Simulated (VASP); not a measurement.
# InP: G0W0, by functional

InP, F-43m (no. 216), 2 atoms in the cell.

| Functional | Quasiparticle gap on the mesh (eV) | Gap of the starting point on the mesh (eV) | Quasiparticle gap at the zone centre (eV) | Starting gap at the zone centre (eV) | Correction of the gap between the band edges on the mesh (eV) | Time (s) |
|---|---|---|---|---|---|---|
| LDA | 1.13 | 0.48 | 1.13 | 0.48 | 0.65 | 65 |
| PBE | 1.23 | 0.69 | 1.23 | 0.69 | 0.54 | 65 |
| PBEsol | 1.20 | 0.59 | 1.20 | 0.59 | 0.61 | 86 |
| r2SCAN | 1.46 | 1.14 | 1.46 | 1.14 | 0.32 | 88 |
| HSE06 | 1.64 | 1.53 | 1.64 | 1.53 | 0.11 | 400 |
| PBE0 | 1.88 | 2.23 | 1.88 | 2.23 | -0.35 | 321 |
| B3LYP | 1.70 | 1.83 | 1.70 | 1.83 | -0.13 | 334 |
| SCAN | 1.40 | 1.03 | 1.40 | 1.03 | 0.37 | 69 |

Limits: spin-orbit coupling is left out, which changes the gap somewhat with In; the mesh is coarse: the screening isn't converged, and the gap may still move by about 0.1 eV.

## Input of the first row

INCAR.step1:
```
PREC = Accurate
ENCUT = 350
ISMEAR = 0
SIGMA = 0.05
LASPH = T
LREAL = F
GGA = CA
ALGO = Normal
EDIFF = 1E-8
NELM = 150
LWAVE = T
LCHARG = F
KPAR = 4
```

INCAR.step2, as INCAR.step1 but for:
```
- ALGO = Normal
- NELM = 150
+ ALGO = Exact
+ NELM = 1
+ ISTART = 1
+ NBANDS = 240
+ LOPTICS = T
```

INCAR.step3:
```
PREC = Accurate
ENCUT = 350
ISMEAR = 0
SIGMA = 0.05
LASPH = T
LREAL = F
GGA = CA
ALGO = EVGW0
NBANDS = 240
NBANDSGW = 13
ENCUTGW = 160
NOMEGA = 48
PRECFOCK = Fast
ISTART = 1
LWAVE = F
LCHARG = F
NELMGW = 1
KPAR = 4
```

KPOINTS:
```
k-points
0
Gamma
  4 4 4
```

POSCAR:
```
InP
1.0
    0.0000000000      2.9305000000      2.9305000000
    2.9305000000      0.0000000000      2.9305000000
    2.9305000000      2.9305000000      0.0000000000
In P
1 1
Direct
    0.0000000000      0.0000000000      0.0000000000
    0.7500000000      0.7500000000      0.7500000000
```

Commands (each step's output is kept before the next begins):
```
cat potpaw_LDA.64/In_d_GW/POTCAR potpaw_LDA.64/P_GW/POTCAR > POTCAR
cp INCAR.step1 INCAR
mpirun -np 4 vasp_std > vasp.out
cp INCAR.step2 INCAR
mpirun -np 4 vasp_std > vasp.out
cp INCAR.step3 INCAR
mpirun -np 4 vasp_std > vasp.out
```

Changes of the last row against the first:
```
(all steps)
- GGA = CA
+ METAGGA = SCAN
+ LMIXTAU = True
- cat potpaw_LDA.64/In_d_GW/POTCAR potpaw_LDA.64/P_GW/POTCAR > POTCAR
+ cat potpaw_PBE.64/In_d_GW/POTCAR potpaw_PBE.64/P_GW/POTCAR > POTCAR
```

VASP 6.6.1 took 65 s on 4 cores (Intel Xeon 6975P-C (Granite Rapids)), a shared host.
